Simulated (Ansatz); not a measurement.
# PbSe (rocksalt): how the settings move a single-point run

Aim: see which settings change the result for PbSe (rocksalt), by how much, and at what cost.

Computed with Ansatz 0.2.0 (reference: DFT PBE, spin-orbit coupling, plane waves, PAW, unless a step's input says otherwise).

1 further run of the same task is left out (set aside as unsound or not needed). Runs told in other sessions of the task aren't counted.

## 1. Starting point

It takes space group Fm-3m (No. 225, cubic). The conventional cell has a = 6.208 Å, b = 6.208 Å, c = 6.208 Å, α = 90.00°, β = 90.00°, γ = 90.00°. Pb (site symmetry m-3m) has 6 Se at 3.10 Å in its first shell of neighbours. Around Se (site symmetry m-3m) lie 6 Pb at 3.10 Å.

As a file:

```
CELL_PARAMETERS angstrom
0.00000 3.10398 3.10398
3.10398 0.00000 3.10398
3.10398 3.10398 0.00000
ATOMIC_POSITIONS crystal
Pb 0.50000 0.50000 0.50000
Se 0.00000 0.00000 0.00000
```

## 2. The reference run

The input, input.yaml:

```yaml
crystal:
  lattice:
    - [0.0, 3.1039764788, 3.1039764788]
    - [3.1039764788, 0.0, 3.1039764788]
    - [3.1039764788, 3.1039764788, 0.0]
  atoms:
    - { symbol: Pb, position: [0.5, 0.5, 0.5] }
    - { symbol: Se, position: [0.0, 0.0, 0.0] }
basis:
  ecutwfc: 420
  ecutrho_ratio: 4
kpoints:
  mp_grid: { grid: [10, 10, 10] }
hamiltonian:
  xc: pbe
scf:
  occupations: { method: gaussian, width: 0.05 }
output:
  forces: true
  stress: true
  eigenvalues: true
  populations: true
magnetization:
  noncollinear: true
  spin_orbit: true
```

Launch:

```console
> ansatz run input.yaml --threads 4 --pin off --max-ram 7168MiB --backend cpu --events-out ev --progress --plain --runs-dir out
```

## 3. Changed: preconditioner none, chi_scale 0.1

input.yaml: that of step 2 with these lines changed.

```diff
@@ -17,2 +17,4 @@
   occupations: { method: gaussian, width: 0.05 }
+  mixing: { preconditioner: none }
+  initial_density: { chi_scale: 0.1 }
 output:
@@ -20,4 +22,6 @@
   stress: true
-  eigenvalues: true
-  populations: true
+  write_density: true
+  write_potential: true
+  elf: true
+  volumetric_format: npy
 magnetization:
```

## 4. Variant: eigensolver.kind davidson

input.yaml: that of step 2 with these lines changed.

```diff
@@ -17,2 +17,3 @@
   occupations: { method: gaussian, width: 0.05 }
+  eigensolver: { kind: davidson }
 output:
@@ -20,4 +21,2 @@
   stress: true
-  eigenvalues: true
-  populations: true
 magnetization:
```

## 5. Changed: ecutwfc 400 eV, dr2_threshold 1.0e-05

input.yaml: that of step 2 with these lines changed.

```diff
@@ -9,3 +9,3 @@
 basis:
-  ecutwfc: 420
+  ecutwfc: "400 eV"
   ecutrho_ratio: 4
@@ -17,2 +17,3 @@
   occupations: { method: gaussian, width: 0.05 }
+  convergence: { dr2_threshold: 1.0e-05 }
 output:
@@ -20,4 +21,2 @@
   stress: true
-  eigenvalues: true
-  populations: true
 magnetization:
```

Q: Predict the outcome of this session. Wanted: for each run, ending; energy change; pressure; gap; force.

The runs gave:

| run | ending | energy change | pressure (GPa) | gap (eV) | force (eV/Å) | cycles | time |
| --- | --- | --- | --- | --- | --- | --- | --- |
| reference | converged | 0 | 0.0 | 0.07 | 0.00 | 7 | 5.2 s |
| 1: preconditioner none, chi_scale 0.1 | converged | 0.0 meV/atom | 0.0 | 0.07 | 0.00 | 7 | 5.4 s |
| 2: eigensolver.kind davidson | converged | 0.0 meV/atom | 0.0 | 0.07 | 0.00 | 8 | 6.3 s |
| 3: ecutwfc 400 eV, dr2_threshold 1.0e-05 | converged | +0.2 meV/atom | 0.0 | 0.07 | 0.00 | 6 | 2.7 s |

Times don't compare one to one where runs were asked for different outputs or read a saved state (see the inputs); cycles may leave out searches for a lower state.

Residual by cycle in the longest SCF loop of each run; runs are numbered as in the table. The quantity is the density residual dr2, in eV.

```csv
cycle,reference,run 1,run 2,run 3
1,0.353,0.353,0.366,0.354
2,0.0602,0.0602,0.0583,0.0601
3,0.011,0.011,0.0127,0.0111
4,1.7e-4,1.7e-4,2.3e-4,1.7e-4
5,5.3e-6,5.3e-6,1.5e-5,5.4e-6
6,4.5e-7,4.5e-7,2.0e-6,4.6e-7
7,6.4e-9,6.4e-9,1.2e-7,-
8,-,-,3.3e-8,-
```

Of the converged runs whose energies compare with the reference's, «ecutwfc 400 eV, dr2_threshold 1.0e-05» moves the energy most (+0.2 meV/atom). Run 3 ran under the cutoff that the potentials recommend, as the log warns, so basis error is mixed into its values.
